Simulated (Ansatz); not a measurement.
**MgS under changes of volume**

One of the cells (22.740 Å³/atom); the others are scaled copies at fixed shape and fractional positions:

```
S Mg
1.0
     0.00000    2.83312    2.83312
     2.83312    0.00000    2.83312
     2.83312    2.83312    0.00000
S Mg
1 1
Cartesian
  1.4166 1.4166 1.4166
  0.0000 0.0000 0.0000
```

The cell comes from a database or a generator and needn't be the stable form of this composition.

- Program: Ansatz 0.2.0
- Functional: PBE
- Potentials or basis: Ansatz PAW
- Cutoff: 420 eV (not typed: the program's choice for these potentials)
- k mesh: 8 × 8 × 8
- Occupations: fermi-dirac, width 0.05 eV
- Spin: no spin polarisation

| volume (Å³/atom) | energy over the lowest point (meV/atom) | pressure (GPa) | gap on the mesh (eV) |
| --- | --- | --- | --- |
| 21.376 | 25.78 | 5.1 | 3.77 |
| 21.831 | 13.57 | 3.6 | 3.66 |
| 22.285 | 5.46 | 2.2 | 3.56 |
| 22.740 | 1.05 | 0.9 | 3.45 |
| 23.195 | 0.00 | -0.2 | 3.36 |
| 23.650 | 1.98 | -1.2 | 3.26 |
| 24.105 | ? | ? | ? |

Problem. What does the run at 24.105 Å³/atom give?

Solution. Energy over the lowest point 6.71 meV/atom; pressure -2.1 GPa; gap on the mesh 3.17 eV.

Worked out: A Birch-Murnaghan fit of order 3 (a polynomial in V^(-2/3)) to the other rows has its minimum at 23.12 Å³/atom with B0 = V·E''(V) = 55 GPa and B' = 4.0. It gives 6.72 meV/atom at 24.105 Å³/atom, against the run's 6.71, and -dE/dV = -2.1 GPa, against -2.1. A straight line through the other rows of the gap, of slope -5.03 eV per unit of ln V (its deformation potential), extrapolates to 3.16 eV, against the run's 3.17.

Energies are extrapolated to zero smearing.

A mesh can miss the band edges.
